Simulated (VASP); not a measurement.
# SnO2 (Cassiterite): relaxation of cell and atoms with r2SCAN

Crystal: SnO2 (Cassiterite).

```xyz
6
Lattice="4.7380 0.0000 0.0000 0.0000 4.7380 0.0000 0.0000 0.0000 3.1865" Properties=species:S:1:pos:R:3 pbc="T T T"
Sn    0.0000    0.0000    0.0000
Sn    2.3690    2.3690    1.5933
O     1.4550    1.4550    0.0000
O     0.9140    3.8240    1.5933
O     3.2830    3.2830    0.0000
O     3.8240    0.9140    1.5933
```

| Item | Value |
| --- | --- |
| Program | VASP 6.6.1 |
| Task | relaxation of cell and atoms |
| Functional | r2SCAN |
| Potentials or basis | VASP PAW PBE potentials, release 64 (Sn_d, O) |
| Cutoff | 600 eV |
| k mesh | 6 × 6 × 8 |
| Occupations | gaussian, width 0.03 eV |
| Spin | no spin polarisation |
| Further INCAR settings | ALGO = Normal; EDIFF = 1e-06; IBRION = 2; EDIFFG = -0.01; NSW = 90; ISIF = 3 |

```json
{
  "Relaxed volume": "12.13 Å³/atom",
  "Relaxed cell": "a = 4.763 Å, b = 4.763 Å, c = 3.209 Å, α = 90.00°, β = 90.00°, γ = 90.00°",
  "Space group after relaxing (to 0.05 Å)": "P4_2/mnm (No. 136)",
  "Energy gained by relaxing": "3.6 meV/atom",
  "Ionic steps": "5",
  "Pressure after relaxing": "0.0 GPa",
  "Largest force after relaxing": "0.008 eV/Å",
  "Band gap on the k mesh": "1.74 eV, direct"
}
```

Forces on the atoms (eV/Å):
```
Sn   0.000  0.000  0.000
Sn   0.000  0.000  0.000
O   -0.006 -0.006  0.000
O    0.006 -0.006  0.000
O    0.006  0.006  0.000
O   -0.006  0.006  0.000
```

Stress tensor (GPa, compression positive):
```
 0.08  0.00  0.00
 0.00  0.08  0.00
 0.00  0.00 -0.06
```

Step by step:
```csv
step,energy change (eV),largest force (eV/Å),pressure (GPa),volume (Å³)
1,0.0000,0.2774,4.34,71.53
2,0.0242,0.2134,-6.12,74.93
3,-0.0214,0.0596,-0.18,72.88
4,-0.0214,0.0620,-0.08,72.86
5,-0.0219,0.0085,0.03,72.80
```

Final structure:
```
Sn O
1.0
     4.76322    0.00000    0.00000
     0.00000    4.76322    0.00000
     0.00000    0.00000    3.20854
Sn O
2 4
Cartesian
  0.0000 0.0000 3.2085
  2.3816 2.3816 1.6043
  1.4571 1.4571 0.0000
  0.9245 3.8387 1.6043
  3.3061 3.3061 3.2085
  3.8387 0.9245 1.6043
```

Levels at points of the mesh, in eV from the valence-band top:
| k point | band 23 | band 24 | band 25 | band 26 | band 27 | band 28 | band 29 | band 30 |
| --- | --- | --- | --- | --- | --- | --- | --- | --- |
| (0.00, 0.00, 0.00) | -1.22 | -0.77 | -0.77 | 0.00 | 1.74 | 6.76 | 7.02 | 7.02 |
| (0.50, 0.00, 0.00) | -1.17 | -1.17 | -0.62 | -0.62 | 4.96 | 4.96 | 7.77 | 7.77 |
| (0.50, 0.50, 0.00) | -1.30 | -1.30 | -0.91 | -0.91 | 5.39 | 5.39 | 8.18 | 8.18 |
| (0.00, 0.00, 0.50) | -1.66 | -1.66 | -1.26 | -1.26 | 6.82 | 6.82 | 10.50 | 10.50 |
| (0.50, 0.00, 0.50) | -1.10 | -1.10 | -0.69 | -0.69 | 7.10 | 7.10 | 8.83 | 8.83 |
| (0.50, 0.50, 0.50) | -0.95 | -0.95 | -0.85 | -0.85 | 5.48 | 5.48 | 9.63 | 9.63 |

It took 10 min on 2 MPI ranks on AMD EPYC 9R45 (Zen 5), with other jobs on the host, peak memory 0.26 GiB a rank.

Caveat: the PAW data sets were made with another functional, which shifts forces and pressure a little; spin-orbit coupling is left out, which moves the levels of the heavy elements. Zero-point motion and thermal expansion aren't in these numbers.
